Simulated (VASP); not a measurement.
Wanted: the native input for a VASP 6.6.1 run.

```
Task                   : optical spectrum
Functional             : r2SCAN
Dispersion             : D4
Potentials or basis    : VASP PAW PBE potentials, release 64 (Pt)
Cutoff                 : 520 eV
k mesh                 : 9 × 9 × 9
Occupations            : methfessel-paxton, width 0.02 eV
Spin                   : spin-orbit coupling, no magnetisation
Hubbard terms          : Pt d U = 6.2 eV
Further INCAR settings : ALGO = Normal; EDIFF = 1e-06; NBANDS = 106
```

The structure of Pt lies in POSCAR:

```
Pt
2.7731
    0.000000000000      0.707114781292      0.707114781292
    0.707114781292      0.000000000000      0.707114781292
    0.707114781292      0.707114781292      0.000000000000
Pt
1
Direct
    0.0000000000      0.0000000000      0.0000000000
```

One way to write it, as run:

INCAR

```
SYSTEM = Pt
  PREC = Accurate
  ENCUT = 520
  EDIFF = 1E-6
  ISMEAR = 1
  SIGMA = 0.02
  LREAL = .False.
  LASPH = .True.
  NELM = 80
  ALGO = Normal
  ISIF = 2
  LWAVE = .False.
  LCHARG = .False.
  LNONCOLLINEAR = .True.
  MAGMOM = 0 0 0
  LORBIT = 11
  LSORBIT = .True.
  GGA_COMPAT = .False.
  LMAXMIX = 4
  LDAU = .True.
  LDAUTYPE = 2
  LDAUL = 2
  LDAUU = 6.2
  LDAUJ = 0
  LDAUPRINT = 1
  METAGGA = R2SCAN
  LMIXTAU = .True.
  IVDW = 13
  VDW_S6 = 1.0
  VDW_S8 = 0.6018749
  VDW_A1 = 0.51559235
  VDW_A2 = 5.77342911
  LOPTICS = .True.
  NBANDS = 106
  NEDOS = 2000
  CSHIFT = 0.1
```

KPOINTS

```
regular mesh
0
Gamma
  9 9 9
  0 0 0
```

Potentials or basis: VASP PAW PBE potentials, release 64 (Pt).

Launch:

```console
$ cat potpaw_PBE.64/Pt/POTCAR > POTCAR
$ mpirun -np 1 vasp_ncl > vasp.out
```

Results of the run:

| Property | Result |
| --- | --- |
| Pressure | -16.0 GPa |
| Valence electrons inside the program's atomic spheres | Pt 9.63 |
| Dispersion energy per atom | -0.255 eV |

Caveat: spectra need much finer meshes, so this one isn't converged; independent-particle spectra lack excitons; the PAW data sets were made with another functional, which shifts forces and pressure a little; the U is typed as a test and isn't derived for this compound.

Run time: 8.5 min on 1 thread of Intel(R) Xeon(R) Platinum 8559C (Emerald Rapids) (shared host), peak memory 0.28 GiB.
